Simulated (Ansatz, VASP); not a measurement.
**Two plane-wave programs on C**

```
C
1.0
     0.00000    1.80932    1.80932
     1.80932    0.00000    1.80932
     1.80932    1.80932    0.00000
C
2
Direct
  0.50000 0.50000 0.50000
  0.75000 0.75000 0.75000
```

Alike in both runs: task single point; functional PBE; k mesh 13 × 13 × 13; occupations fermi-dirac, width 0.05 eV; no spin polarisation.

|  | VASP | Ansatz |
| --- | --- | --- |
| version | VASP 6.6.1 | Ansatz 0.2.0 |
| potentials or method | VASP PAW PBE potentials, release 64 (C) | plane waves (420 eV) with PAW, scalar-relativistic |
| plane-wave cutoff (eV) | 520 | 420 |
| valence electrons in the cell | 8 | 8 |

```csv
,VASP,Ansatz,Ansatz less VASP
pressure (GPa),-15.3,-15.8,-0.51
```

Caveats: so large a pressure means that the cell lies far from this level's equilibrium, or that cutoff or potentials fall short (VASP).
